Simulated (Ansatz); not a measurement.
Here is an Ansatz 0.2.0 calculation.

Contents of input.yaml:

```yaml
crystal:
  lattice:
    - [4.738, 0.0, 0.0]
    - [0.0, 4.738, 0.0]
    - [0.0, 0.0, 3.1865]
  atoms:
    - { symbol: Sn, position: [0.5, 0.5, 0.5] }
    - { symbol: Sn, position: [0.0, 0.0, 0.0] }
    - { symbol: O, position: [0.8071, 0.1929, 0.5] }
    - { symbol: O, position: [0.6929, 0.6929, 0.0] }
    - { symbol: O, position: [0.1929, 0.8071, 0.5] }
    - { symbol: O, position: [0.3071, 0.3071, 0.0] }
hamiltonian:
  xc: revpbe
  pseudopotentials: { kind: paw }
  dispersion: d3bj
kpoints:
  mp_grid: { grid: [6, 6, 8] }
scf:
  occupations: { method: fermi_dirac, width: 0.05 }
output:
  forces: true
  stress: true
relax:
  f_tol: 0.01
  max_steps: 40
  cell: { stress_tol: 0.05 }
```

Potentials or basis: Ansatz PAW.

Launch:

```sh
$ ansatz run input.yaml --threads 2 --pin off --max-ram 5632MiB --backend cpu --events-out ev --progress --plain --runs-dir out
```

Q: What does it give for the relaxed volume?

A: 12.37 Å³/atom.

Q: Predict the band gap on the k mesh.

A: 0.89 eV.

Final structure:
```xyz
6
Lattice="4.7930 0.0000 0.0000 0.0000 4.7930 0.0000 0.0000 0.0000 3.2317" Properties=species:S:1:pos:R:3 pbc="T T T"
Sn    2.3965    2.3965    1.6159
Sn    0.0000    0.0000    0.0000
O     3.8633    0.9297    1.6159
O     3.3262    3.3262    0.0000
O     0.9297    3.8633    1.6159
O     1.4668    1.4668    0.0000
```

Caveat: the plane-wave basis is chosen anew once the cell has moved, so the energies of steps on either side of that aren't comparable; the pressure holds a Pulay correction of +0.8 GPa for the finite cutoff; spin-orbit coupling is left out, which moves the levels of the heavy elements; the PAW data sets come from PBE, with cores solved anew for the run's functional, which leaves a small shift of forces and pressure. Expect the measured gap to be larger: semilocal functionals such as revPBE lack the derivative discontinuity.
